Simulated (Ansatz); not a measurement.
Set up this calculation in Ansatz 0.2.0, as the native input.

* Task: single point
* Functional: PBE
* Potentials or basis: Ansatz PAW
* Cutoff: 420 eV (not typed: the program's choice for these potentials)
* k mesh: 9 × 6 × 5
* Occupations: fermi-dirac, width 0.05 eV
* Spin: no spin polarisation

The system is SnO2.

```xyz
3
Lattice="3.0233 0.0000 0.0000 0.0000 4.9647 0.0000 0.0000 0.0000 5.9770" Properties=species:S:1:pos:R:3 pbc="T T T"
Sn    1.5116    2.4823    0.0000
O     0.0000    2.4823    4.6364
O     0.0000    2.4823    1.3405
```

The cell was built by a generator and needn't be a form met in nature.

These files were run (other wordings do the same):

input.yaml

```yaml
crystal:
  lattice:
    - [3.02327, 0.0, 0.0]
    - [0.0, 4.96468, 0.0]
    - [0.0, 0.0, 5.97696]
  atoms:
    - { symbol: Sn, position: [0.5, 0.5, 0.0] }
    - { symbol: O, position: [0.0, 0.5, 0.77572] }
    - { symbol: O, position: [0.0, 0.5, 0.22428] }
hamiltonian:
  xc: pbe
  pseudopotentials: { kind: paw }
kpoints:
  mp_grid: { grid: [9, 6, 5] }
scf:
  occupations: { method: fermi_dirac, width: 0.05 }
output:
  forces: true
  stress: true
  eigenvalues: true
```

Potentials or basis: Ansatz PAW.

Launch:

```bash
$ ansatz run input.yaml --threads 2 --pin off --max-ram 5632MiB --backend cpu --events-out ev --progress --plain --runs-dir out
```

Results of the run:

- Pressure: 0.5 GPa
- Band gap on the k mesh: 1.31 eV, indirect (least direct gap 1.86 eV)

Caveat: odd divisions of the mesh miss points on the zone boundary, where band edges often lie, so the gap on the mesh can be too wide; the pressure holds a Pulay correction of +0.3 GPa for the finite cutoff; spin-orbit coupling is left out, which moves the levels of the heavy elements.

Run time: 2.3 s on 2 threads of Arm Neoverse V2 (shared host), peak memory 0.37 GiB.
